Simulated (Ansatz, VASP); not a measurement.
# Two plane-wave programs on HfB2

```xyz
3
Lattice="3.1813 0.0000 0.0000 -1.5907 2.7551 0.0000 0.0000 0.0000 3.5258" Properties=species:S:1:pos:R:3 pbc="T T T"
Hf    0.0000    0.0000    0.0000
B     0.0000    1.8367    1.7629
B     1.5907    0.9184    1.7629
```

Change from the starting cell: volume scaled by 1.04, PAW files.

Alike in both runs: task electric field gradients; functional PBEsol; k mesh 15 × 15 × 12; occupations fermi-dirac, width 0.03 eV; no spin polarisation.

|  | VASP | Ansatz |
| --- | --- | --- |
| version | VASP 6.6.1 | Ansatz 0.2.0 |
| potentials or method | VASP PAW PBE potentials, release 64 (Hf_pv, B) | PAW with Ansatz's default frozen-core files, scalar-relativistic |
| plane-wave cutoff (eV) | 520 | 420 |
| valence electrons in the cell | 16 | 32 |

VASP gave:

- pressure (GPa): -13.5
- largest component of the traceless stress (GPa): 0.04
- Vzz of the field gradient on the site that differs most (V/Å²): 78.9

**Question.** What did Ansatz give for the same quantities?

**Answer.** Pressure (GPa): -13.3; largest component of the traceless stress (GPa): 0.08; Vzz of the field gradient on the site that differs most (V/Å²): 107.0.

The two sets of potentials don't hold the same shells in valence. Ansatz warned: «gradients_without_spin_orbit».

Caveats: the PAW data sets were made with another functional, which shifts forces and pressure a little (VASP). The runs have no spin-orbit coupling, so splittings on Hf are missing.
